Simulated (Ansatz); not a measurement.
Consider the ligand exchange at a Zn–C bond: `[CH3][Zn][F]` + tert-butanol → `CC(C)(C)[O][Zn][F]` + CH₄.

Program: Ansatz. Geometries: PBE0-D4/def2-TZVP. ΔE: electronic, gas phase. CBS: MP2 limit from def2 TZ/QZ plus the TZ coupled-cluster correction, frozen cores. This one scheme is used for every species. DFT in def2-TZVPP. For Zn outer-core shells are correlated without core-valence functions, which leaves a few kJ/mol of doubt a bond. Scalar relativity is left out up to krypton. Each species was taken in one conformer, which may not be the lowest.

```csv
species,BLYP energy (Eh)
`[CH3][Zn][F]`,-1919.30460
`CC(C)(C)O`,-233.65335
`CC(C)(C)[O][Zn][F]`,-2112.46805
CH₄,-40.50161
```

Question: Work out ΔE.

Answer: ΔE = (-2112.46805) + (-40.50161) − (-1919.30460) − (-233.65335) = -0.01171 Eh = -30.7 kJ/mol. CCSD(T)/CBS gives -39.0 kJ/mol.

Largest T1 diagnostic among the species: 0.016.

In def2-TZVPP, CCSD(T) changes the Hartree–Fock value by +3.4 kJ/mol (the triples alone add −1.1 kJ/mol) and MP2 by +4.7 kJ/mol. At CCSD(T), def2-SVP lies −16.7 kJ/mol from the extrapolated value and def2-TZVPP +0.4 kJ/mol. Leaving LDA and LC-ωPBE aside and taking each functional with its dispersion term where it has one, the values, not all of them listed here, spread over 13.0 kJ/mol, from B97M-V to HSE06-D4.
